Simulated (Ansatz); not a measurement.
**Rh: what SCF settings change**

Wanted: the cost and the effect of other mixers, smearings and limits on one cell of Rh. We look at Rh: the coordinates of a database entry, unrelaxed (space group Fm-3m), with 1 atom per cell. Source: COD entry 2100454.

Method: DFT PBE, PAW, plane waves, scalar-relativistic, in Ansatz 0.2.0.

## 1. The starting structure

Symmetry: Fm-3m, No. 225, cubic system. Conventional cell: a = 3.591 Å, b = 3.591 Å, c = 3.591 Å, α = 90.00°, β = 90.00°, γ = 90.00°. Rh (site symmetry m-3m) is surrounded by 12 Rh at 2.54 Å.

Coordinates:

```
Rh
1.0
     0.00000    1.79548    1.79548
     1.79548    0.00000    1.79548
     1.79548    1.79548    0.00000
Rh
1
Direct
  0.00000 0.00000 0.00000
```

In tables a label like Rh1 counts atoms in the order of input.yaml; a structure file may count by element.

After the default run come: Broyden, β 0.5, history 3, no preconditioner; Broyden, β 0.7, history 2, no preconditioner; Fermi–Dirac width 0.01 eV, no switch to direct minimisation; one k-point (Gamma), no switch to direct minimisation; Broyden, β 0.3, history 16, no preconditioner; Fermi–Dirac width 0.0005 eV, no switch to direct minimisation; direct minimisation; Methfessel–Paxton smearing, width 1.2 eV.

The search for lower states is off throughout, and inputs that name a mixer don't switch to direct minimisation unless they say so. Spin polarisation is off.

## 2. Default SCF settings

The input, input.yaml:

```yaml
crystal:
  lattice:
    - [0.0, 1.79548, 1.79548]
    - [1.79548, 0.0, 1.79548]
    - [1.79548, 1.79548, 0.0]
  atoms:
    - { symbol: Rh, position: [0.0, 0.0, 0.0] }
hamiltonian:
  xc: pbe
  pseudopotentials: { kind: paw }
basis:
  ecutwfc: 420
kpoints:
  mp_grid: { grid: [14, 14, 14] }
scf:
  occupations: { method: fermi_dirac, width: 0.1 }
  lower_state_search: "off"
output:
  forces: true
  stress: true
```

Started as:

```
ansatz run input.yaml --threads 2 --pin off --max-ram 5120MiB --backend cpu --events-out ev --progress --plain --runs-dir out
```

Standard output:

```text
Engine: ansatz 0.2.0, aarch64-unknown-linux-gnu
Pseudopotentials: kind: paw
Pseudopotential: Rh, paw, valence charge 17, recommended cutoff 420 eV (normal), Rh.paw.azcp
Functional definition: PBE
  parameter kappa = 0.804
  parameter beta = 0.06672455060314922
  exchange = pbe_x(kappa = kappa, mu = beta*pi^2/3)
  correlation = pbe_c(beta = beta)
Crystal: 1 atoms, lattice volume = 11.576 Å³
Basis set: ecut = 420 eV, 259 PW (Γ), exchange–correlation on 36×36×36 points (8 copies of the dense FFT grid, shifted against one another)
Bands: 13, of which v1, the nominal top of the filled ones, is band 9 counted from 1 (8 counted from 0)
Symmetry: 48 space group operations
Space group: Fm-3m (ITA 225), of the structure as read, at distance tolerance 2.3e-5 Å
k-points: 104 of 2744
Non-local potential: Rh, projectors of the file, l = 0: 3, l = 1: 2, l = 2: 2, l = 3: 1
PAW form: soft (Blöchl's): semilocal exchange-correlation on the pseudo side does not see the compensation charge
PAW one-centre angular grid: Rh, 590 points (default); XC on 64 Gauss nodes
Initial density: superposition of atomic densities (neutral atoms: chi_scale 0, normalization atom), corrected by the library's trained network
Initial wavefunctions: pseudopotential atomic-orbital guess
Functional: x = pbe(κ = 0.804, μ = 0.2195149727645171), c = pbe(β = 0.06672455060314922)
SCF iter   1: F=—  HF=-6402.388536 eV  |F-HF|=—  |Δ(HF+E_count)|=         —  Δρ=4.12e-3  dr2=6.91e-4  ethr=1.77e-3  ⟨swp⟩=5.0  Hψ=7477  notcnv=0
preconditioner: auto → none  [metal: Δε(μ)=0.029 eV  Ē_g=16.080 eV  σ=0.100 eV  W_gap=0.07  n_scr=0 (ndim 8)  ℏωp=32.7 eV  f_vac=0.000  D(μ)=0.91/eV (n_scr^D=14)]
SCF iter   2: F=—  HF=-6402.388753 eV  |F-HF|=—  |Δ(HF+E_count)|=   2.17e-4  Δρ=1.94e-3  dr2=8.72e-5  ethr=4.06e-6  ⟨swp⟩=1.8  Hψ=2493  notcnv=0
SCF iter   3: F=—  HF=-6402.388852 eV  |F-HF|=—  |Δ(HF+E_count)|=   9.94e-5  Δρ=7.63e-4  dr2=2.01e-5  ethr=5.13e-7  ⟨swp⟩=2.3  Hψ=2004  notcnv=0
SCF iter   4: F=—  HF=-6402.388872 eV  |F-HF|=—  |Δ(HF+E_count)|=   2.01e-5  Δρ=1.02e-4  dr2=2.69e-7  ethr=1.18e-7  ⟨swp⟩=2.6  Hψ=1813  notcnv=0
iter 5 did not close the SCF: its close was put off for the readings that it lacked (scf_convergence_deferred on its scf_iter line)
SCF iter   5: F=-6402.388873 eV  HF=-6402.388873 eV  |F-HF|=3.81e-9  |Δ(HF+E_count)|=   3.31e-7  Δρ=9.98e-6  dr2=7.68e-9  ethr=1.58e-9  ⟨swp⟩=2.1  Hψ=1855  notcnv=0
SCF iter   6: F=-6402.388873 eV  HF=-6402.388873 eV  |F-HF|=3.23e-10  |Δ(HF+E_count)|=   1.28e-9  Δρ=3.03e-6  dr2=6.44e-10  ethr=4.52e-11  ⟨swp⟩=1.9  Hψ=4022  notcnv=0
SCF 1 converged in 6 iterations: F = -6402.388873 eV  dr2 = 6.44e-10
SCF converged after 6 iterations
Free energy (F): -6402.388873 eV
Harris-Foulkes:  -6402.388873 eV  (|F-HF|=3.23e-10)
Internal energy: -6402.358275 eV  (E = F + TS)
E sigma→0 (E₀):  -6402.373574 eV
Entropy (-TS):   -0.030598 eV (-30.598 meV/atom)
Fermi energy:    27.777607 eV
--- Per-component energies (eV) ---
  E_band       = -5.576865
  E_kinetic    = 581.235262
  E_local      = -1352.192022  (includes V_loc(G=0)·N_el)
  E_nonlocal   = 355.273982
  E_hartree    = 482.157259
  E_xc         = -224.682531
  E_vxc        = -282.383842  (∫ρ·V_xc dr)
  E_paw        = -3587.494933  (= ΣΔE_a)
  E_vpaw       = -271.826716  (= ΣTr[D̂ρ^β])
  E_aug_tail   = 0.000902  (compensation charges beyond the density's cutoff)
  E_ewald      = -2656.656195
  E_smearing   = -0.030598  (= −TS)
  E_closure    = 0.000000  (closes the sum)
  Σ components = -6402.388873   (vs F -6402.388873, Δ=0.00e0)
--- Forces (eV/Å), atoms counted from 1 ---
  atom   1  Rh    -0.00000000     0.00000000     0.00000000
  max |Σ_I F_I| component: 6.57e-32 eV/Å
--- Stress (GPa, compression-positive) ---
       81.616415      -0.000000       0.000000
       -0.000000      81.616415       0.000000
        0.000000       0.000000      81.616415
  P = ⅓ Tr σ = 81.6164 GPa (816.164 kbar)
```

Wall time 0.67 s (2 threads of Arm Neoverse V1, shared host); peak memory 0.26 GiB.

The reference: 6 iterations with the default settings (MSR1 mixing, preconditioner none); with no gap on the k-mesh.

## 3. Broyden, β 0.5, history 3, no preconditioner

input.yaml: that of step 2 with these lines changed.

```diff
@@ -17,2 +17,5 @@
   lower_state_search: "off"
+  algorithm: density_mixing
+  max_iter: 100
+  mixing: { algorithm: broyden, ndim: 3, beta: 0.5, preconditioner: none }
 output:
```

Started as:

```
ansatz run input.yaml --threads 2 --pin off --max-ram 5120MiB --backend cpu --events-out ev --progress --plain --runs-dir out
```

Standard output:

```text
[... 20 lines as in an earlier run ...]
SCF iter   1: F=—  HF=-6402.388535 eV  |F-HF|=—  |Δ(HF+E_count)|=         —  Δρ=4.12e-3  dr2=6.91e-4  ethr=1.77e-3  ⟨swp⟩=5.0  Hψ=7477  notcnv=0
SCF iter   2: F=—  HF=-6402.388752 eV  |F-HF|=—  |Δ(HF+E_count)|=   2.17e-4  Δρ=1.94e-3  dr2=8.72e-5  ethr=4.06e-6  ⟨swp⟩=1.8  Hψ=2493  notcnv=0  κ⁻¹=1.0e0(r=1)
SCF iter   3: F=—  HF=-6402.388843 eV  |F-HF|=—  |Δ(HF+E_count)|=   9.11e-5  Δρ=8.66e-4  dr2=1.97e-5  ethr=5.13e-7  ⟨swp⟩=2.7  Hψ=2302  notcnv=0  κ⁻¹=8.4e-2(r=2)
SCF iter   4: F=—  HF=-6402.388872 eV  |F-HF|=—  |Δ(HF+E_count)|=   2.94e-5  Δρ=1.21e-4  dr2=3.35e-7  ethr=1.16e-7  ⟨swp⟩=2.6  Hψ=1727  notcnv=0  κ⁻¹=7.5e-4(r=3)
SCF iter   5: F=-6402.388873 eV  HF=-6402.388873 eV  |F-HF|=4.68e-9  |Δ(HF+E_count)|=   5.71e-7  Δρ=1.93e-5  dr2=1.66e-8  ethr=5.88e-10  ⟨swp⟩=4.4  Hψ=4408  notcnv=0
SCF 1 converged in 5 iterations: F = -6402.388873 eV  dr2 = 1.66e-8
SCF converged after 5 iterations
Stability not checked: this state was not tested for a lower state beside it, because the mixer in use, unlike msr1, does not test its closes by its own steps (another_mixer; see scf.mixing.algorithm and scf.lower_state_search)
Free energy (F): -6402.388873 eV
Harris-Foulkes:  -6402.388873 eV  (|F-HF|=4.68e-9)
Internal energy: -6402.358275 eV  (E = F + TS)
E sigma→0 (E₀):  -6402.373574 eV
Entropy (-TS):   -0.030598 eV (-30.598 meV/atom)
Fermi energy:    27.777685 eV
[... 23 lines left out: energy terms, forces, stress ...]
```

Run time: 0.61 s. Hardware: 2 threads of Arm Neoverse V1, shared host; peak memory 0.26 GiB.

It takes 5 iterations (default 6). Against the default run: the same free energy.

## 4. Broyden, β 0.7, history 2, no preconditioner

input.yaml: that of step 3 with these lines changed.

```diff
@@ -19,3 +19,3 @@
   max_iter: 100
-  mixing: { algorithm: broyden, ndim: 3, beta: 0.5, preconditioner: none }
+  mixing: { algorithm: broyden, ndim: 2, beta: 0.7, preconditioner: none }
 output:
```

Started as:

```
ansatz run input.yaml --threads 2 --pin off --max-ram 5120MiB --backend cpu --events-out ev --progress --plain --runs-dir out
```

Standard output:

```text
[... 20 lines as in an earlier run ...]
SCF iter   1: F=—  HF=-6402.388535 eV  |F-HF|=—  |Δ(HF+E_count)|=         —  Δρ=4.12e-3  dr2=6.91e-4  ethr=1.77e-3  ⟨swp⟩=5.0  Hψ=7477  notcnv=0
SCF iter   2: F=—  HF=-6402.388860 eV  |F-HF|=—  |Δ(HF+E_count)|=   3.25e-4  Δρ=1.58e-3  dr2=1.29e-4  ethr=4.06e-6  ⟨swp⟩=2.1  Hψ=2735  notcnv=0  κ⁻¹=1.0e0(r=1)
SCF iter   3: F=—  HF=-6402.388866 eV  |F-HF|=—  |Δ(HF+E_count)|=   5.52e-6  Δρ=6.39e-4  dr2=2.13e-5  ethr=7.56e-7  ⟨swp⟩=2.2  Hψ=2150  notcnv=0  κ⁻¹=6.4e-2(r=2)
SCF iter   4: F=—  HF=-6402.388873 eV  |F-HF|=—  |Δ(HF+E_count)|=   6.79e-6  Δρ=7.75e-5  dr2=1.48e-7  ethr=1.26e-7  ⟨swp⟩=2.5  Hψ=1956  notcnv=0  κ⁻¹=3.1e-2(r=2)
SCF iter   5: F=-6402.388873 eV  HF=-6402.388873 eV  |F-HF|=4.71e-9  |Δ(HF+E_count)|=   2.27e-7  Δρ=1.50e-5  dr2=5.01e-9  ethr=5.88e-10  ⟨swp⟩=4.0  Hψ=4139  notcnv=0
SCF 1 converged in 5 iterations: F = -6402.388873 eV  dr2 = 5.01e-9
SCF converged after 5 iterations
[... 1 line as in an earlier run ...]
Free energy (F): -6402.388873 eV
Harris-Foulkes:  -6402.388873 eV  (|F-HF|=4.71e-9)
Internal energy: -6402.358274 eV  (E = F + TS)
E sigma→0 (E₀):  -6402.373574 eV
Entropy (-TS):   -0.030598 eV (-30.598 meV/atom)
Fermi energy:    27.777584 eV
[... 23 lines left out: energy terms, forces, stress ...]
```

It took 0.6 s on 2 threads of Arm Neoverse V1, shared host; peak memory 0.26 GiB.

5 iterations against 6; the same free energy.

## 5. Fermi–Dirac width 0.01 eV, no switch to direct minimisation

input.yaml: that of step 4 with these lines changed.

```diff
@@ -15,3 +15,3 @@
 scf:
-  occupations: { method: fermi_dirac, width: 0.1 }
+  occupations: { method: fermi_dirac, width: 0.01 }
   lower_state_search: "off"
@@ -19,3 +19,3 @@
   max_iter: 100
-  mixing: { algorithm: broyden, ndim: 2, beta: 0.7, preconditioner: none }
+  mixing: {}
 output:
```

Started as:

```
ansatz run input.yaml --threads 2 --pin off --max-ram 5120MiB --backend cpu --events-out ev --progress --plain --runs-dir out
```

Standard output:

```text
[... 20 lines as in an earlier run ...]
SCF iter   1: F=—  HF=-6402.372751 eV  |F-HF|=—  |Δ(HF+E_count)|=         —  Δρ=4.40e-3  dr2=7.74e-4  ethr=1.77e-3  ⟨swp⟩=5.8  Hψ=7577  notcnv=0
preconditioner: auto → none  [metal: Δε(μ)=0.012 eV  Ē_g=16.048 eV  σ=0.010 eV  W_gap=0.27  n_scr=0 (ndim 8)  ℏωp=32.7 eV  f_vac=0.000  D(μ)=1.11/eV (n_scr^D=14)]
SCF iter   2: F=—  HF=-6402.373039 eV  |F-HF|=—  |Δ(HF+E_count)|=   2.88e-4  Δρ=2.07e-3  dr2=9.89e-5  ethr=4.55e-6  ⟨swp⟩=2.0  Hψ=3043  notcnv=0  defer=59
SCF iter   3: F=—  HF=-6402.373138 eV  |F-HF|=—  |Δ(HF+E_count)|=   9.86e-5  Δρ=7.76e-4  dr2=2.23e-5  ethr=5.82e-7  ⟨swp⟩=2.5  Hψ=2269  notcnv=0  defer=59
SCF iter   4: F=—  HF=-6402.373155 eV  |F-HF|=—  |Δ(HF+E_count)|=   1.71e-5  Δρ=1.05e-4  dr2=3.05e-7  ethr=1.31e-7  ⟨swp⟩=2.6  Hψ=1758  notcnv=0  defer=59
iter 5 did not close the SCF: its close was put off for the readings that it lacked (scf_convergence_deferred on its scf_iter line)
SCF iter   5: F=-6402.373156 eV  HF=-6402.373156 eV  |F-HF|=5.53e-9  |Δ(HF+E_count)|=   3.73e-7  Δρ=1.21e-5  dr2=1.12e-8  ethr=1.80e-9  ⟨swp⟩=2.2  Hψ=1857  notcnv=0  defer=59
SCF iter   6: F=-6402.373156 eV  HF=-6402.373156 eV  |F-HF|=4.48e-10  |Δ(HF+E_count)|=   1.50e-9  Δρ=3.32e-6  dr2=8.32e-10  ethr=6.59e-11  ⟨swp⟩=2.0  Hψ=4000  notcnv=0
SCF 1 converged in 6 iterations: F = -6402.373156 eV  dr2 = 8.32e-10
SCF converged after 6 iterations
Free energy (F): -6402.373156 eV
Harris-Foulkes:  -6402.373156 eV  (|F-HF|=4.48e-10)
Internal energy: -6402.372799 eV  (E = F + TS)
E sigma→0 (E₀):  -6402.372977 eV
Entropy (-TS):   -0.000357 eV (-0.357 meV/atom)
Fermi energy:    27.730029 eV
--- Per-component energies (eV) ---
  E_band       = -5.574899
  E_kinetic    = 581.243202
  E_local      = -1352.225554  (includes V_loc(G=0)·N_el)
  E_nonlocal   = 355.268573
  E_hartree    = 482.177705
  E_xc         = -224.683978
  E_vxc        = -282.385738  (∫ρ·V_xc dr)
  E_paw        = -3587.497455  (= ΣΔE_a)
  E_vpaw       = -271.832924  (= ΣTr[D̂ρ^β])
  E_aug_tail   = 0.000902  (compensation charges beyond the density's cutoff)
  E_ewald      = -2656.656195
  E_smearing   = -0.000357  (= −TS)
  E_closure    = 0.000000  (closes the sum)
  Σ components = -6402.373156   (vs F -6402.373156, Δ=0.00e0)
--- Forces (eV/Å), atoms counted from 1 ---
  atom   1  Rh    -0.00000000     0.00000000    -0.00000000
  max |Σ_I F_I| component: 5.14e-32 eV/Å
--- Stress (GPa, compression-positive) ---
       81.261977      -0.000000       0.000000
       -0.000000      81.261977      -0.000000
       -0.000000       0.000000      81.261977
  P = ⅓ Tr σ = 81.2620 GPa (812.620 kbar)
```

Wall time 0.67 s (2 threads of Arm Neoverse V1, shared host); peak memory 0.26 GiB.

The count stays at 6. Against the default run: free energy shifted by +15.7 meV/atom, zero-width estimate shifted by +0.6 meV/atom, pressure 81.3 GPa against 81.6.

## 6. One k-point (Gamma), no switch to direct minimisation

input.yaml: that of step 5 with these lines changed.

```diff
@@ -13,5 +13,5 @@
 kpoints:
-  mp_grid: { grid: [14, 14, 14] }
+  mp_grid: { grid: [1, 1, 1] }
 scf:
-  occupations: { method: fermi_dirac, width: 0.01 }
+  occupations: { method: fermi_dirac, width: 0.1 }
   lower_state_search: "off"
```

Started as:

```
ansatz run input.yaml --threads 2 --pin off --max-ram 5120MiB --backend cpu --events-out ev --progress --plain --runs-dir out
```

Standard output:

```text
[... 13 lines as in an earlier run ...]
k-points: 1
[... 6 lines as in an earlier run ...]
SCF iter   1: F=—  HF=-6407.308014 eV  |F-HF|=—  |Δ(HF+E_count)|=         —  Δρ=2.78e-1  dr2=1.39e0  ethr=1.77e-3  ⟨swp⟩=5.0  Hψ=65  notcnv=0
preconditioner: auto → none  [insulator: Δε(μ)=2.737 eV  Ē_g=16.596 eV  σ=0.100 eV  W_gap=0.75  n_scr=0 (ndim 8)  ℏωp=32.7 eV  f_vac=0.000  D(μ)=7.50/eV (n_scr^D=258)  ε∞_Penn≈4.9]
SCF iter   2: F=—  HF=-6407.159542 eV  |F-HF|=—  |Δ(HF+E_count)|=   1.48e-1  Δρ=1.35e-1  dr2=3.25e-1  ethr=1.77e-3  ⟨swp⟩=2.0  Hψ=24  notcnv=0
SCF iter   3: F=—  HF=-6407.145819 eV  |F-HF|=—  |Δ(HF+E_count)|=   1.37e-2  Δρ=2.31e-3  dr2=2.59e-4  ethr=1.77e-3  ⟨swp⟩=2.0  Hψ=16  notcnv=0
SCF iter   4: F=—  HF=-6407.145897 eV  |F-HF|=—  |Δ(HF+E_count)|=   7.78e-5  Δρ=8.97e-4  dr2=4.30e-5  ethr=1.52e-6  ⟨swp⟩=2.0  Hψ=23  notcnv=0
SCF iter   5: F=—  HF=-6407.145871 eV  |F-HF|=—  |Δ(HF+E_count)|=   2.66e-5  Δρ=1.94e-4  dr2=1.31e-6  ethr=2.53e-7  ⟨swp⟩=2.0  Hψ=22  notcnv=0
SCF iter   6: F=—  HF=-6407.145871 eV  |F-HF|=—  |Δ(HF+E_count)|=   3.00e-7  Δρ=6.28e-5  dr2=1.13e-7  ethr=5.88e-10  ⟨swp⟩=4.0  Hψ=45  notcnv=0
SCF iter   7: F=-6407.145871 eV  HF=-6407.145871 eV  |F-HF|=5.46e-11  |Δ(HF+E_count)|=   5.71e-8  Δρ=3.28e-6  dr2=4.43e-10  ethr=5.88e-10  ⟨swp⟩=4.0  Hψ=45  notcnv=0
SCF 1 converged in 7 iterations: F = -6407.145871 eV  dr2 = 4.43e-10
SCF converged after 7 iterations
Free energy (F): -6407.145871 eV
Harris-Foulkes:  -6407.145871 eV  (|F-HF|=5.46e-11)
Internal energy: -6406.920937 eV  (E = F + TS)
E sigma→0 (E₀):  -6407.033404 eV
Entropy (-TS):   -0.224934 eV (-224.934 meV/atom)
Fermi energy:    26.281727 eV
--- Per-component energies (eV) ---
  E_band       = -9.824108
  E_kinetic    = 571.560506
  E_local      = -1350.496596  (includes V_loc(G=0)·N_el)
  E_nonlocal   = 359.219149
  E_hartree    = 482.917531
  E_xc         = -224.990003
  E_vxc        = -282.730901  (∫ρ·V_xc dr)
  E_paw        = -3588.476176  (= ΣΔE_a)
  E_vpaw       = -273.212141  (= ΣTr[D̂ρ^β])
  E_aug_tail   = 0.000847  (compensation charges beyond the density's cutoff)
  E_ewald      = -2656.656195
  E_smearing   = -0.224934  (= −TS)
  E_closure    = 0.000000  (closes the sum)
  Σ components = -6407.145871   (vs F -6407.145871, Δ=0.00e0)
--- Forces (eV/Å), atoms counted from 1 ---
  atom   1  Rh    -0.00000000    -0.00000000     0.00000000
  max |Σ_I F_I| component: 4.31e-27 eV/Å
--- Stress (GPa, compression-positive) ---
      163.058439      -0.000000       0.000000
        0.000000     163.058439       0.000000
       -0.000000      -0.000000     163.058439
  P = ⅓ Tr σ = 163.0584 GPa (1630.584 kbar)
```

Wall time 0.22 s (2 threads of Arm Neoverse V1, shared host); peak memory 0.24 GiB.

It takes 7 iterations (default 6). Against the default run: free energy shifted by -4757 meV/atom, pressure 163.1 GPa against 81.6.

Such a setting isn't fit for results; the run shows only what it costs.

## 7. Broyden, β 0.3, history 16, no preconditioner

input.yaml: that of step 6 with these lines changed.

```diff
@@ -13,3 +13,3 @@
 kpoints:
-  mp_grid: { grid: [1, 1, 1] }
+  mp_grid: { grid: [14, 14, 14] }
 scf:
@@ -19,3 +19,3 @@
   max_iter: 100
-  mixing: {}
+  mixing: { algorithm: broyden, ndim: 16, beta: 0.3, preconditioner: none }
 output:
```

Started as:

```
ansatz run input.yaml --threads 2 --pin off --max-ram 5120MiB --backend cpu --events-out ev --progress --plain --runs-dir out
```

Standard output:

```text
[... 20 lines as in an earlier run ...]
SCF iter   1: F=—  HF=-6402.388535 eV  |F-HF|=—  |Δ(HF+E_count)|=         —  Δρ=4.12e-3  dr2=6.91e-4  ethr=1.77e-3  ⟨swp⟩=5.0  Hψ=7477  notcnv=0
SCF iter   2: F=—  HF=-6402.388645 eV  |F-HF|=—  |Δ(HF+E_count)|=   1.10e-4  Δρ=2.69e-3  dr2=1.95e-4  ethr=4.06e-6  ⟨swp⟩=1.7  Hψ=2455  notcnv=0  κ⁻¹=1.0e0(r=1)
SCF iter   3: F=—  HF=-6402.388813 eV  |F-HF|=—  |Δ(HF+E_count)|=   1.68e-4  Δρ=1.26e-3  dr2=3.56e-5  ethr=1.15e-6  ⟨swp⟩=1.0  Hψ=1353  notcnv=0  κ⁻¹=5.7e-2(r=2)
SCF iter   4: F=—  HF=-6402.388872 eV  |F-HF|=—  |Δ(HF+E_count)|=   5.86e-5  Δρ=1.69e-4  dr2=6.81e-7  ethr=2.09e-7  ⟨swp⟩=2.8  Hψ=2300  notcnv=0  κ⁻¹=3.5e-4(r=3)
SCF iter   5: F=—  HF=-6402.388873 eV  |F-HF|=—  |Δ(HF+E_count)|=   7.34e-7  Δρ=7.14e-5  dr2=1.78e-7  ethr=5.88e-10  ⟨swp⟩=4.1  Hψ=4517  notcnv=0  κ⁻¹=1.2e-4(r=4)
SCF iter   6: F=-6402.388873 eV  HF=-6402.388873 eV  |F-HF|=2.14e-10  |Δ(HF+E_count)|=   9.40e-8  Δρ=3.66e-6  dr2=4.26e-10  ethr=5.88e-10  ⟨swp⟩=4.0  Hψ=4482  notcnv=0
SCF 1 converged in 6 iterations: F = -6402.388873 eV  dr2 = 4.26e-10
SCF converged after 6 iterations
[... 1 line as in an earlier run ...]
Free energy (F): -6402.388873 eV
Harris-Foulkes:  -6402.388873 eV  (|F-HF|=2.14e-10)
Internal energy: -6402.358274 eV  (E = F + TS)
E sigma→0 (E₀):  -6402.373574 eV
Entropy (-TS):   -0.030598 eV (-30.598 meV/atom)
Fermi energy:    27.777569 eV
[... 23 lines left out: energy terms, forces, stress ...]
```

Run time: 0.66 s. Hardware: 2 threads of Arm Neoverse V1, shared host; peak memory 0.26 GiB.

6 iterations, as in the default run; the same free energy.

## 8. Fermi–Dirac width 0.0005 eV, no switch to direct minimisation

input.yaml: that of step 7 with these lines changed.

```diff
@@ -15,3 +15,3 @@
 scf:
-  occupations: { method: fermi_dirac, width: 0.1 }
+  occupations: { method: fermi_dirac, width: 0.0005 }
   lower_state_search: "off"
@@ -19,3 +19,3 @@
   max_iter: 100
-  mixing: { algorithm: broyden, ndim: 16, beta: 0.3, preconditioner: none }
+  mixing: {}
 output:
```

Started as:

```
ansatz run input.yaml --threads 2 --pin off --max-ram 5120MiB --backend cpu --events-out ev --progress --plain --runs-dir out
```

Standard output:

```text
[... 20 lines as in an earlier run ...]
SCF iter   1: F=—  HF=-6402.372569 eV  |F-HF|=—  |Δ(HF+E_count)|=         —  Δρ=4.21e-3  dr2=7.29e-4  ethr=1.77e-3  ⟨swp⟩=5.8  Hψ=7577  notcnv=0
preconditioner: auto → none  [metal: Δε(μ)=0.000 eV  Ē_g=16.043 eV  σ=0.001 eV  W_gap=0.01  n_scr=0 (ndim 8)  ℏωp=32.7 eV  f_vac=0.000  D(μ)=5.83/eV (n_scr^D=168)]
SCF iter   2: F=—  HF=-6402.372869 eV  |F-HF|=—  |Δ(HF+E_count)|=   3.00e-4  Δρ=2.00e-3  dr2=9.28e-5  ethr=4.29e-6  ⟨swp⟩=2.1  Hψ=3053  notcnv=0  defer=63
SCF iter   3: F=—  HF=-6402.372967 eV  |F-HF|=—  |Δ(HF+E_count)|=   9.83e-5  Δρ=7.79e-4  dr2=2.08e-5  ethr=5.46e-7  ⟨swp⟩=2.4  Hψ=2335  notcnv=0  defer=63
SCF iter   4: F=—  HF=-6402.372987 eV  |F-HF|=—  |Δ(HF+E_count)|=   1.94e-5  Δρ=9.26e-5  dr2=2.53e-7  ethr=1.22e-7  ⟨swp⟩=2.2  Hψ=2137  notcnv=0  defer=63
iter 5 did not close the SCF: its close was put off for the readings that it lacked (scf_convergence_deferred on its scf_iter line)
SCF iter   5: F=-6402.372987 eV  HF=-6402.372987 eV  |F-HF|=3.30e-9  |Δ(HF+E_count)|=   2.84e-7  Δρ=1.06e-5  dr2=7.61e-9  ethr=1.49e-9  ⟨swp⟩=2.3  Hψ=2292  notcnv=0  defer=63
SCF iter   6: F=-6402.372987 eV  HF=-6402.372987 eV  |F-HF|=2.58e-10  |Δ(HF+E_count)|=  6.97e-10  Δρ=2.53e-6  dr2=4.81e-10  ethr=4.48e-11  ⟨swp⟩=1.9  Hψ=3967  notcnv=0
SCF 1 converged in 6 iterations: F = -6402.372987 eV  dr2 = 4.81e-10
SCF converged after 6 iterations
Free energy (F): -6402.372987 eV
Harris-Foulkes:  -6402.372987 eV  (|F-HF|=2.58e-10)
Internal energy: -6402.372983 eV  (E = F + TS)
E sigma→0 (E₀):  -6402.372985 eV
Entropy (-TS):   -0.000004 eV (-0.004 meV/atom)
Fermi energy:    27.728845 eV
--- Per-component energies (eV) ---
  E_band       = -5.577605
  E_kinetic    = 581.242560
  E_local      = -1352.221432  (includes V_loc(G=0)·N_el)
  E_nonlocal   = 355.267156
  E_hartree    = 482.175153
  E_xc         = -224.684089
  E_vxc        = -282.385871  (∫ρ·V_xc dr)
  E_paw        = -3587.497039  (= ΣΔE_a)
  E_vpaw       = -271.832167  (= ΣTr[D̂ρ^β])
  E_aug_tail   = 0.000902  (compensation charges beyond the density's cutoff)
  E_ewald      = -2656.656195
  E_smearing   = -0.000004  (= −TS)
  E_closure    = 0.000000  (closes the sum)
  Σ components = -6402.372987   (vs F -6402.372987, Δ=0.00e0)
--- Forces (eV/Å), atoms counted from 1 ---
  atom   1  Rh    -0.00000000     0.00000000     0.00000000
  max |Σ_I F_I| component: 6.16e-32 eV/Å
--- Stress (GPa, compression-positive) ---
       81.261448      -0.000000      -0.000000
       -0.000000      81.261448       0.000000
       -0.000000      -0.000000      81.261448
  P = ⅓ Tr σ = 81.2614 GPa (812.614 kbar)
```

It took 0.67 s on 2 threads of Arm Neoverse V1, shared host; peak memory 0.26 GiB.

6 iterations, as in the default run; free energy shifted by +15.9 meV/atom, zero-width estimate shifted by +0.6 meV/atom, pressure 81.3 GPa against 81.6.

[end of part 1 of 2]
